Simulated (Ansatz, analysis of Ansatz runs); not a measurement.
# Migration in SnO2 (P4_2/mnm): V_O hop (2.6 Å), charge +2, part 3 of 4

Aim: the barrier of one jump in SnO2 (P4_2/mnm) at charge +2: V_O hop (2.6 Å). The model is a cell of 72 host atoms with 1 O taken out; O is the atom that moves.

Ansatz 0.2.0; plane-wave PAW DFT, PBEsol; nudged elastic band between two relaxed defect structures at fixed charge in a uniform background; PAW set soft_1.

So far: The structure; Relaxation of the start point, charge +2; Relaxation of the end point, charge +2.

### Step 4. Nudged elastic band, charge +2

5 movable images are laid between the ends on a pair-potential path, which keeps atoms from colliding in the first guess. Each image feels the true force across the path and a spring force along it. The highest image is set to climb to the top of the path.

This step: plane-wave PAW DFT, PBEsol; nudged elastic band between two relaxed defect structures at fixed charge in a uniform background; PAW set soft_1.

Contents of qp2.neb/input.yaml:

```yaml
crystal:
  lattice:
    - [9.53562392, 0.0, 0.0]
    - [0.0, 9.53562392, 0.0]
    - [0.0, 0.0, 9.63570775]
  atoms:
    - { symbol: Sn, position: [0.24860558, 0.25087183, 0.16641531] }
    - { symbol: Sn, position: [0.00536516, -0.00521895, 0.00017511] }
    - { symbol: O, position: [0.0965163, 0.40461121, 0.16763476] }
    - { symbol: O, position: [0.40099885, 0.09636981, 0.16848809] }
    - { symbol: O, position: [0.15353871, 0.1519829, 0.00013747] }
    - { symbol: O, position: [0.34626988, 0.34785206, 0.00018647] }
    - { symbol: Sn, position: [0.24869262, 0.24994471, 0.50017147] }
    - { symbol: Sn, position: [-0.00464706, 0.00476982, 0.33154308] }
    - { symbol: O, position: [0.0935556, 0.40056371, 0.5001662] }
    - { symbol: O, position: [0.40043442, 0.09580841, 0.50018473] }
    - { symbol: O, position: [0.15288741, 0.15498197, 0.33319144] }
    - { symbol: O, position: [0.34653167, 0.35429012, 0.33611948] }
    - { symbol: Sn, position: [0.24863497, 0.25091021, 0.83390476] }
    - { symbol: Sn, position: [-0.00462394, 0.00479194, 0.66880843] }
    - { symbol: O, position: [0.09648011, 0.40459461, 0.83270058] }
    - { symbol: O, position: [0.40109585, 0.09650444, 0.8318745] }
    - { symbol: O, position: [0.15290844, 0.15499953, 0.66713927] }
    - { symbol: O, position: [0.34653857, 0.35440384, 0.66419468] }
    - { symbol: Sn, position: [0.25167275, 0.74845926, 0.16796769] }
    - { symbol: Sn, position: [-0.00065167, 0.50140929, 0.00016753] }
    - { symbol: O, position: [0.09881482, 0.90132352, 0.17120705] }
    - { symbol: O, position: [0.40533784, 0.59478497, 0.1694879] }
    - { symbol: O, position: [0.15592448, 0.65193646, 0.00016043] }
    - { symbol: O, position: [0.34822434, 0.8442075, 0.0001881] }
    - { symbol: Sn, position: [0.2330603, 0.76709082, 0.50017508] }
    - { symbol: Sn, position: [-0.00073305, 0.4994972, 0.33399621] }
    - { symbol: O, position: [0.08805728, 0.91212525, 0.50017564] }
    - { symbol: O, position: [0.1619385, 0.64751023, 0.33940223] }
    - { symbol: O, position: [0.35271979, 0.83806101, 0.33941296] }
    - { symbol: Sn, position: [0.25168835, 0.74847345, 0.83238289] }
    - { symbol: Sn, position: [-0.00071018, 0.49952495, 0.66632364] }
    - { symbol: O, position: [0.09883835, 0.90134506, 0.82914306] }
    - { symbol: O, position: [0.40534005, 0.59478537, 0.83085849] }
    - { symbol: O, position: [0.16206002, 0.64745058, 0.66093803] }
    - { symbol: O, position: [0.35265603, 0.83818665, 0.66094484] }
    - { symbol: Sn, position: [0.75386866, 0.24628937, 0.16468258] }
    - { symbol: Sn, position: [0.49873863, 0.00079882, 0.00017746] }
    - { symbol: O, position: [0.60158351, 0.39859474, 0.15661457] }
    - { symbol: O, position: [0.9047316, 0.09536457, 0.16415858] }
    - { symbol: O, position: [0.65507996, 0.14963661, 0.00017509] }
    - { symbol: O, position: [0.85052804, 0.34504653, 0.00016807] }
    - { symbol: Sn, position: [0.74948368, 0.25066276, 0.50017218] }
    - { symbol: Sn, position: [0.50062829, 0.00085676, 0.3340205] }
    - { symbol: O, position: [0.58738139, 0.41278458, 0.50017255] }
    - { symbol: O, position: [0.90047762, 0.09964869, 0.5001758] }
    - { symbol: O, position: [0.64884441, 0.15989232, 0.33360467] }
    - { symbol: O, position: [0.84035271, 0.35118603, 0.33360745] }
    - { symbol: Sn, position: [0.75385574, 0.24627794, 0.83566114] }
    - { symbol: Sn, position: [0.50065025, 0.00087962, 0.66634865] }
    - { symbol: O, position: [0.60157118, 0.39858158, 0.8437345] }
    - { symbol: O, position: [0.90476544, 0.09539762, 0.83619135] }
    - { symbol: O, position: [0.64894335, 0.15981235, 0.66673706] }
    - { symbol: O, position: [0.84027015, 0.35128887, 0.66673833] }
    - { symbol: Sn, position: [0.74923755, 0.75150975, 0.16644375] }
    - { symbol: Sn, position: [0.49764038, 0.50250681, 0.00017385] }
    - { symbol: O, position: [0.59557133, 0.90368283, 0.16764469] }
    - { symbol: O, position: [0.90362321, 0.59902952, 0.16846888] }
    - { symbol: O, position: [0.65227786, 0.65389488, 0.00016161] }
    - { symbol: O, position: [0.8481831, 0.84658791, 0.00021129] }
    - { symbol: Sn, position: [0.75020199, 0.75145183, 0.50017371] }
    - { symbol: Sn, position: [0.51303497, 0.48703837, 0.31903646] }
    - { symbol: O, position: [0.59960334, 0.90661007, 0.5001787] }
    - { symbol: O, position: [0.90432089, 0.59969654, 0.50015965] }
    - { symbol: O, position: [0.64572599, 0.65362839, 0.33614835] }
    - { symbol: O, position: [0.84516913, 0.84721978, 0.33320911] }
    - { symbol: Sn, position: [0.74927535, 0.75154269, 0.83393208] }
    - { symbol: Sn, position: [0.51311094, 0.4871089, 0.68131144] }
    - { symbol: O, position: [0.59555413, 0.90365005, 0.83271033] }
    - { symbol: O, position: [0.90376061, 0.59913515, 0.83185872] }
    - { symbol: O, position: [0.64584659, 0.6536243, 0.66422965] }
    - { symbol: O, position: [0.84517917, 0.84724381, 0.66715407] }
total_charge: 2
basis:
  ecutwfc: 420
  xc_grid: 2
hamiltonian:
  xc: pbesol
  pseudopotentials: { kind: paw, azcp: { folder: soft_1 }, xc_functional: pbe }
kpoints:
  mp_grid: { grid: [1, 1, 1], shift: [0.25, 0.25, 0.25] }
scf:
  occupations: { method: fixed }
  max_iter: 120
output:
  forces: true
neb:
  images: 5
  f_tol: 0.04
  climbing: true
  initial_path: idpp
  max_iterations: 45
  order_check: false
  final_atoms:
    - { symbol: Sn, position: [0.25012167, 0.24935808, 0.16641275] }
    - { symbol: Sn, position: [-0.00597493, 0.00611966, 0.00017386] }
[... 4 atom lines left out ...]
    - { symbol: Sn, position: [0.24917884, 0.2494388, 0.50017372] }
[... 4 atom lines left out ...]
    - { symbol: O, position: [0.35349014, 0.34728189, 0.33611512] }
[... 5 atom lines left out ...]
    - { symbol: O, position: [0.35361116, 0.34728036, 0.66420227] }
[... 3 atom lines left out ...]
    - { symbol: O, position: [0.39784977, 0.60228876, 0.1566682] }
[... 10 atom lines left out ...]
    - { symbol: O, position: [0.39784958, 0.60229024, 0.8436801] }
[... 8 atom lines left out ...]
    - { symbol: Sn, position: [0.76632377, 0.23381984, 0.50017304] }
[... 1 atom line left out ...]
    - { symbol: O, position: [0.41202234, 0.58812127, 0.50017609] }
[... 15 atom lines left out ...]
    - { symbol: Sn, position: [0.75070871, 0.75096914, 0.50017509] }
    - { symbol: Sn, position: [0.48634022, 0.51373109, 0.31907783] }
[... 2 atom lines left out ...]
    - { symbol: O, position: [0.65285879, 0.64654254, 0.336146] }
[... 2 atom lines left out ...]
    - { symbol: Sn, position: [0.48641302, 0.51380627, 0.6812692] }
[... 2 atom lines left out ...]
    - { symbol: O, position: [0.65285472, 0.64666552, 0.66423223] }
    - { symbol: O, position: [0.84650804, 0.84592848, 0.66716725] }
```

Launch:

```console
> ansatz run input.yaml --threads 4 --pin off --max-ram 8478MiB --backend cpu --events-out ev --progress --plain --runs-dir out
```

Numbers of over 12 decimals in the logs are rounded to 6 here.

Log:

```text
[...]
Warning: neb: disabling space-group detection — the band's intermediate images generally break the endpoint symmetry, so the full k-mesh is solved, and no spatial operation symmetrises the density, except that a semilocal band can use its path's symmetry [...]
[...]
parallel-image band execution: 3 concurrent image workers
NEB image 0
Crystal: 71 atoms, lattice volume = 876.157 Å³
Basis set: ecut = 420 eV, 17081 PW (Γ), exchange–correlation on 128×128×144 points (8 copies of the dense FFT grid, shifted against one another)
Bands: 379, of which v1, the nominal top of the filled ones, is band 308 counted from 1 (307 counted from 0)
Symmetry: 1 space group operations
k-points: 1
[...]
SCF iter   1: F=—  HF=-169186.990255 eV  |F-HF|=—  |Δ(HF+E_count)|=         —  Δρ=7.33e-2  dr2=3.63e1  ethr=3.10e-3  ⟨swp⟩=4.0  Hψ=1220  notcnv=0  defer=68
[...]
SCF iter  12: F=-169177.459167 eV  HF=-169177.459167 eV  |F-HF|=4.02e-9  |Δ(HF+E_count)|=   3.38e-8  Δρ=1.23e-6  dr2=1.45e-8  ethr=1.62e-11  ⟨swp⟩=3.0  Hψ=1248  notcnv=0
SCF 1 converged in 12 iterations: F = -169177.459167 eV  dr2 = 1.45e-8
[...]
NSCF: frozen V_eff on 1 k-points
NEB image 6
SCF iter   1: F=—  HF=-169186.990445 eV  |F-HF|=—  |Δ(HF+E_count)|=         —  Δρ=7.33e-2  dr2=3.63e1  ethr=3.10e-3  ⟨swp⟩=4.0  Hψ=1220  notcnv=0  defer=68
[...]
SCF iter  12: F=-169177.459153 eV  HF=-169177.459153 eV  |F-HF|=2.91e-9  |Δ(HF+E_count)|=   3.47e-8  Δρ=1.27e-6  dr2=1.50e-8  ethr=1.62e-11  ⟨swp⟩=3.0  Hψ=1248  notcnv=0
SCF 2 converged in 12 iterations: F = -169177.459153 eV  dr2 = 1.50e-8
[...]
NEB end point (image 0): max|allowed force component| = 2.333e-3 eV/Å (the criterion of neb.relax_end_points is 1.000e-2)
NEB end point (image 6): max|allowed force component| = 5.472e-3 eV/Å (the criterion of neb.relax_end_points is 1.000e-2)
NEB image 1
[...]
SCF iter   1: F=—  HF=-169186.606732 eV  |F-HF|=—  |Δ(HF+E_count)|=         —  Δρ=7.36e-2  dr2=3.66e1  ethr=3.10e-3  ⟨swp⟩=4.0  Hψ=1220  notcnv=0  defer=68
[...]
SCF iter  12: F=-169176.990432 eV  HF=-169176.990432 eV  |F-HF|=7.04e-9  |Δ(HF+E_count)|=   7.99e-8  Δρ=1.35e-6  dr2=1.52e-8  ethr=1.62e-11  ⟨swp⟩=4.0  Hψ=1077  notcnv=0
SCF 3 converged in 12 iterations: F = -169176.990432 eV  dr2 = 1.52e-8
NEB image 2
[...]
SCF iter   1: F=—  HF=-169186.010555 eV  |F-HF|=—  |Δ(HF+E_count)|=         —  Δρ=7.40e-2  dr2=3.72e1  ethr=3.10e-3  ⟨swp⟩=4.0  Hψ=1221  notcnv=0  defer=68
[...]
SCF iter  11: F=-169176.254082 eV  HF=-169176.254082 eV  |F-HF|=6.60e-8  |Δ(HF+E_count)|=   4.98e-7  Δρ=2.72e-6  dr2=6.36e-8  ethr=1.62e-11  ⟨swp⟩=4.0  Hψ=1498  notcnv=0
SCF 4 converged in 11 iterations: F = -169176.254082 eV  dr2 = 6.36e-8
NEB image 3
SCF iter   1: F=—  HF=-169185.740594 eV  |F-HF|=—  |Δ(HF+E_count)|=         —  Δρ=7.41e-2  dr2=3.74e1  ethr=3.10e-3  ⟨swp⟩=4.0  Hψ=1220  notcnv=0  defer=69
[...]
SCF iter  11: F=-169175.910863 eV  HF=-169175.910863 eV  |F-HF|=6.05e-8  |Δ(HF+E_count)|=   4.42e-7  Δρ=2.54e-6  dr2=5.25e-8  ethr=1.62e-11  ⟨swp⟩=4.0  Hψ=1493  notcnv=0
SCF 5 converged in 11 iterations: F = -169175.910863 eV  dr2 = 5.25e-8
NEB image 4
SCF iter   1: F=—  HF=-169186.010920 eV  |F-HF|=—  |Δ(HF+E_count)|=         —  Δρ=7.39e-2  dr2=3.72e1  ethr=3.10e-3  ⟨swp⟩=4.0  Hψ=1221  notcnv=0  defer=68
[...]
SCF iter  11: F=-169176.254656 eV  HF=-169176.254656 eV  |F-HF|=6.60e-8  |Δ(HF+E_count)|=   4.99e-7  Δρ=2.72e-6  dr2=6.35e-8  ethr=1.62e-11  ⟨swp⟩=4.0  Hψ=1498  notcnv=0
SCF 6 converged in 11 iterations: F = -169176.254656 eV  dr2 = 6.35e-8
NEB image 5
SCF iter   1: F=—  HF=-169186.607058 eV  |F-HF|=—  |Δ(HF+E_count)|=         —  Δρ=7.36e-2  dr2=3.66e1  ethr=3.10e-3  ⟨swp⟩=4.0  Hψ=1220  notcnv=0  defer=68
[...]
SCF iter  12: F=-169176.991048 eV  HF=-169176.991048 eV  |F-HF|=7.01e-9  |Δ(HF+E_count)|=   7.97e-8  Δρ=1.36e-6  dr2=1.54e-8  ethr=1.62e-11  ⟨swp⟩=4.0  Hψ=1077  notcnv=0
SCF 7 converged in 12 iterations: F = -169176.991048 eV  dr2 = 1.54e-8
NEB iter   1: max|band force component| = 3.139e0 eV/Å  barrier→ = 1.5483 eV  barrier← = 1.5483 eV  Δτ_max = 0.0803 Å  (81 SCF iters)
NEB image 1
[...]
iter 1 solved again at ethr=7.87e-6 eV; its pass at ethr=3.10e-3 eV (dr2=4.85e-2 eV) is discarded
[...]
SCF iter   9: F=-169177.124698 eV  HF=-169177.124698 eV  |F-HF|=1.16e-8  |Δ(HF+E_count)|=   1.92e-8  Δρ=1.28e-6  dr2=1.46e-8  ethr=1.62e-11  ⟨swp⟩=4.0  Hψ=1136  notcnv=0
SCF 8 converged in 9 iterations: F = -169177.124698 eV  dr2 = 1.46e-8
NEB image 2
[...]
SCF iter   9: F=-169176.527349 eV  HF=-169176.527349 eV  |F-HF|=6.61e-9  |Δ(HF+E_count)|=   6.78e-9  Δρ=1.79e-6  dr2=2.33e-8  ethr=1.62e-11  ⟨swp⟩=3.0  Hψ=1301  notcnv=0
SCF 9 converged in 9 iterations: F = -169176.527349 eV  dr2 = 2.33e-8
NEB image 3
[...]
SCF iter   9: F=-169176.225824 eV  HF=-169176.225824 eV  |F-HF|=8.18e-9  |Δ(HF+E_count)|=   2.24e-8  Δρ=1.71e-6  dr2=2.21e-8  ethr=1.62e-11  ⟨swp⟩=4.0  Hψ=1140  notcnv=0
SCF 10 converged in 9 iterations: F = -169176.225824 eV  dr2 = 2.21e-8
NEB image 4
[...]
SCF iter   9: F=-169176.527467 eV  HF=-169176.527467 eV  |F-HF|=6.58e-9  |Δ(HF+E_count)|=   6.87e-9  Δρ=1.79e-6  dr2=2.33e-8  ethr=1.62e-11  ⟨swp⟩=3.0  Hψ=1301  notcnv=0
SCF 11 converged in 9 iterations: F = -169176.527467 eV  dr2 = 2.33e-8
NEB image 5
[...]
SCF iter   9: F=-169177.124605 eV  HF=-169177.124605 eV  |F-HF|=1.14e-8  |Δ(HF+E_count)|=   1.93e-8  Δρ=1.27e-6  dr2=1.42e-8  ethr=1.62e-11  ⟨swp⟩=4.0  Hψ=1135  notcnv=0
SCF 12 converged in 9 iterations: F = -169177.124605 eV  dr2 = 1.42e-8
NEB iter   2: max|band force component| = 4.364e-1 eV/Å  barrier→ = 1.2333 eV  barrier← = 1.2333 eV  CI = image 3  Δτ_max = 0.0230 Å  (45 SCF iters)
NEB image 1
[...]
SCF iter   8: F=-169177.151455 eV  HF=-169177.151455 eV  |F-HF|=4.92e-9  |Δ(HF+E_count)|=   2.35e-8  Δρ=2.20e-6  dr2=3.72e-8  ethr=1.62e-11  ⟨swp⟩=3.0  Hψ=1324  notcnv=0
SCF 13 converged in 8 iterations: F = -169177.151455 eV  dr2 = 3.72e-8
NEB image 2
[...]
SCF iter   8: F=-169176.562162 eV  HF=-169176.562162 eV  |F-HF|=1.89e-8  |Δ(HF+E_count)|=   1.13e-7  Δρ=2.88e-6  dr2=6.07e-8  ethr=1.62e-11  ⟨swp⟩=4.0  Hψ=1168  notcnv=0
SCF 14 converged in 8 iterations: F = -169176.562162 eV  dr2 = 6.07e-8
NEB image 3
[...]
SCF 25 converged in 6 iterations: F = -169176.253968 eV  dr2 = 5.29e-8
NEB image 4
[...]
SCF iter   6: F=-169176.573379 eV  HF=-169176.573379 eV  |F-HF|=1.07e-8  |Δ(HF+E_count)|=   5.84e-8  Δρ=3.21e-6  dr2=8.20e-8  ethr=1.62e-11  ⟨swp⟩=3.0  Hψ=1483  notcnv=0
SCF 26 converged in 6 iterations: F = -169176.573379 eV  dr2 = 8.20e-8
NEB image 5
[...]
SCF iter   6: F=-169177.162007 eV  HF=-169177.162007 eV  |F-HF|=1.71e-8  |Δ(HF+E_count)|=   9.89e-8  Δρ=3.28e-6  dr2=8.85e-8  ethr=1.62e-11  ⟨swp⟩=3.0  Hψ=1491  notcnv=0
SCF 27 converged in 6 iterations: F = -169177.162007 eV  dr2 = 8.85e-8
NEB image 1
[...]
NEB image 2
[...]
NEB image 4
[...]
NEB image 5
[...]
NEB image 3
[...]
the band table was solved once a step of the walk had ended and its energy, with any forces and stress, was formed, with the checks that follow a solve (1653 applications of the Hamiltonian). They found nothing against the state; [...]
NEB iter   5: max|band force component| = 2.868e-2 eV/Å  barrier→ = 1.2052 eV  barrier← = 1.2052 eV  CI = image 3  Δτ_max = 0.0000 Å  (30 SCF iters)
SCF converged after 6 iterations
Free energy (F): -169176.253968 eV
[...]
Internal energy: -169176.253968 eV  (E = F + TS)
E sigma→0 (E₀):  -169176.253968 eV
Fermi energy:    8.843039 eV
[...]
--- Forces (eV/Å), atoms counted from 1 ---
  atom   1  Sn     0.00103876     0.00104460    -0.00399400
  atom   2  Sn     0.00241888     0.00248642     0.00270695
  [... 4 atoms left out ...]
  atom   7  Sn     0.00299736     0.00301914    -0.00250389
  [... 4 atoms left out ...]
  atom  12  O     -0.00388204    -0.00388121     0.00886164
  [... 5 atoms left out ...]
  atom  18  O      0.00491350     0.00491124    -0.00458932
  [... 23 atoms left out ...]
  atom  42  Sn    -0.00564271     0.00602318    -0.00329401
  [... 1 atom left out ...]
  atom  44  O      0.01312889     0.01324914    -0.02241598
  [... 15 atoms left out ...]
  atom  60  Sn    -0.00199540    -0.00197601    -0.00756354
  atom  61  Sn    -0.01061166    -0.01039317     0.02081662
  [... 2 atoms left out ...]
  atom  64  O      0.00697398     0.00695014    -0.00058577
  [... 2 atoms left out ...]
  atom  67  Sn    -0.01116591    -0.01093945     0.01485441
  [... 2 atoms left out ...]
  atom  70  O     -0.00307948    -0.00310393    -0.00222555
  [... 1 atom left out ...]
  max |Σ_I F_I| component: 4.15e-5 eV/Å
--- Band table (eV) ---
[...]
this run last wrote the band of iteration 5 to <dir>
--- NEB band (7 images, 5 band iterations, 231 SCF iterations) ---
  forward barrier  = 1.205199 eV
  backward barrier = 1.205185 eV
  climbing image's point = of an order that was not read
  energies are F+E_penalty+E_count in eV, relative to image 0
  image     s (Å)  Δ vs image 0  max|band force component| (eV/Å)
      0    0.0000      0.000000                                 —
      1    0.4531      0.296634                          2.677e-2
      2    0.9060      0.885553                          2.868e-2
  *   3    1.3588      1.205199                          2.242e-2
      4    1.8113      0.885788                          2.843e-2
      5    2.2640      0.297160                          2.638e-2
      6    2.7169      0.000014                                 —
  climbing-image geometry (image 3):
  cell:  # Å, volume = 876.1568 Å³
    - [9.53562392, 0.0, 0.0]
    - [0.0, 9.53562392, 0.0]
    - [0.0, 0.0, 9.63570775]
  atoms:
    - { symbol: Sn, position: [0.247292, 0.248043, 0.166381] }
    - { symbol: Sn, position: [-0.000392, 0.000359, 0.000170] }
    - { symbol: O, position: [0.092563, 0.401038, 0.167799] }
    - { symbol: O, position: [0.400282, 0.093308, 0.167797] }
    - { symbol: O, position: [0.151091, 0.151847, 0.000170] }
    - { symbol: O, position: [0.345647, 0.346396, 0.000182] }
    - { symbol: Sn, position: [0.253738, 0.254488, 0.500155] }
    - { symbol: Sn, position: [0.000319, 0.001068, 0.331684] }
    - { symbol: O, position: [0.094614, 0.401218, 0.500137] }
    - { symbol: O, position: [0.400463, 0.095360, 0.500137] }
    - { symbol: O, position: [0.152764, 0.153519, 0.335495] }
    - { symbol: O, position: [0.347107, 0.347852, 0.326713] }
    - { symbol: Sn, position: [0.247299, 0.248050, 0.833928] }
    - { symbol: Sn, position: [0.000369, 0.001118, 0.668693] }
    - { symbol: O, position: [0.092668, 0.401124, 0.832560] }
    - { symbol: O, position: [0.400368, 0.093414, 0.832562] }
    - { symbol: O, position: [0.152801, 0.153557, 0.664794] }
    - { symbol: O, position: [0.347059, 0.347804, 0.673581] }
    - { symbol: Sn, position: [0.247761, 0.752535, 0.165925] }
    - { symbol: Sn, position: [-0.000530, 0.500527, 0.000163] }
    - { symbol: O, position: [0.096912, 0.903591, 0.168085] }
    - { symbol: O, position: [0.400309, 0.600971, 0.158544] }
    - { symbol: O, position: [0.151912, 0.654385, 0.000186] }
    - { symbol: O, position: [0.345694, 0.848114, 0.000182] }
    - { symbol: Sn, position: [0.238363, 0.761114, 0.500189] }
    - { symbol: Sn, position: [-0.000260, 0.500329, 0.333803] }
    - { symbol: O, position: [0.092756, 0.906633, 0.500188] }
    - { symbol: O, position: [0.164038, 0.646071, 0.337345] }
    - { symbol: O, position: [0.354254, 0.835699, 0.337929] }
    - { symbol: Sn, position: [0.247775, 0.752512, 0.834436] }
    - { symbol: Sn, position: [-0.000206, 0.500293, 0.666530] }
    - { symbol: O, position: [0.096975, 0.903630, 0.832278] }
    - { symbol: O, position: [0.400323, 0.600977, 0.841835] }
    - { symbol: O, position: [0.164127, 0.646005, 0.663017] }
    - { symbol: O, position: [0.354173, 0.835850, 0.662428] }
    - { symbol: Sn, position: [0.751785, 0.248510, 0.165925] }
    - { symbol: Sn, position: [0.499777, 0.000220, 0.000163] }
    - { symbol: O, position: [0.600228, 0.401064, 0.158535] }
    - { symbol: O, position: [0.902836, 0.097657, 0.168087] }
    - { symbol: O, position: [0.653635, 0.152662, 0.000186] }
    - { symbol: O, position: [0.847374, 0.346434, 0.000182] }
    - { symbol: Sn, position: [0.760363, 0.239112, 0.500189] }
    - { symbol: Sn, position: [0.499578, 0.000491, 0.333803] }
    - { symbol: O, position: [0.491554, 0.492304, 0.500186] }
    - { symbol: O, position: [0.905876, 0.093501, 0.500188] }
    - { symbol: O, position: [0.645312, 0.164797, 0.337345] }
    - { symbol: O, position: [0.834950, 0.355002, 0.337929] }
    - { symbol: Sn, position: [0.751762, 0.248525, 0.834436] }
    - { symbol: Sn, position: [0.499542, 0.000545, 0.666531] }
    - { symbol: O, position: [0.600234, 0.401079, 0.841844] }
    - { symbol: O, position: [0.902875, 0.097720, 0.832276] }
    - { symbol: O, position: [0.645246, 0.164886, 0.663017] }
    - { symbol: O, position: [0.835102, 0.354921, 0.662428] }
    - { symbol: Sn, position: [0.751749, 0.752500, 0.166430] }
    - { symbol: Sn, position: [0.499352, 0.500112, 0.000156] }
    - { symbol: O, position: [0.598796, 0.906486, 0.168076] }
    - { symbol: O, position: [0.905731, 0.599542, 0.168073] }
    - { symbol: O, position: [0.653548, 0.654308, 0.000137] }
    - { symbol: O, position: [0.848187, 0.848934, 0.000184] }
    - { symbol: Sn, position: [0.749124, 0.749874, 0.500213] }
    - { symbol: Sn, position: [0.500773, 0.501513, 0.307961] }
    - { symbol: O, position: [0.599826, 0.906675, 0.500175] }
    - { symbol: O, position: [0.905918, 0.600570, 0.500175] }
    - { symbol: O, position: [0.652531, 0.653284, 0.330246] }
    - { symbol: O, position: [0.847344, 0.848088, 0.334309] }
    - { symbol: Sn, position: [0.751784, 0.752534, 0.833913] }
    - { symbol: Sn, position: [0.500785, 0.501526, 0.692320] }
    - { symbol: O, position: [0.598839, 0.906579, 0.832238] }
    - { symbol: O, position: [0.905823, 0.599585, 0.832240] }
    - { symbol: O, position: [0.652620, 0.653372, 0.670165] }
    - { symbol: O, position: [0.847404, 0.848148, 0.666058] }
```

Wall time 13 min (4 threads of Arm Neoverse V1, shared host); peak memory 5.1 GiB; 36 min of CPU time.

Images along the path:

```
image  path (Å)  energy (eV)     O44: x, y, z (Å)
    0     0.000       0.0000  5.601, 3.936, 4.820
    1     0.453       0.2966  5.342, 4.132, 4.820
    2     0.906       0.8856  5.021, 4.399, 4.820
    3     1.359       1.2052  4.687, 4.694, 4.820
    4     1.811       0.8858  4.392, 5.028, 4.820
    5     2.264       0.2972  4.125, 5.349, 4.820
    6     2.717       0.0000  3.929, 5.608, 4.820
```

Numbers from this step:

| Property | Result |
| --- | --- |
| free energy | -169176.2540 eV |
| barrier forward | 1.205 eV |
| barrier backward | 1.205 eV |
| end less start | 1.42e-5 eV |
| hop length | 2.365 Å |

(Part 3 of 4 ends here.)

[Logs are printed without paths, hosts, clocks, repeated set-up lines and the standing remarks that a program may print on its own settings, such as how far it seeks lower states.]

[Hosts, paths, dates, database ids (printed as entryN), source tags and the programs' standing remarks are cut or masked in the printed files.]
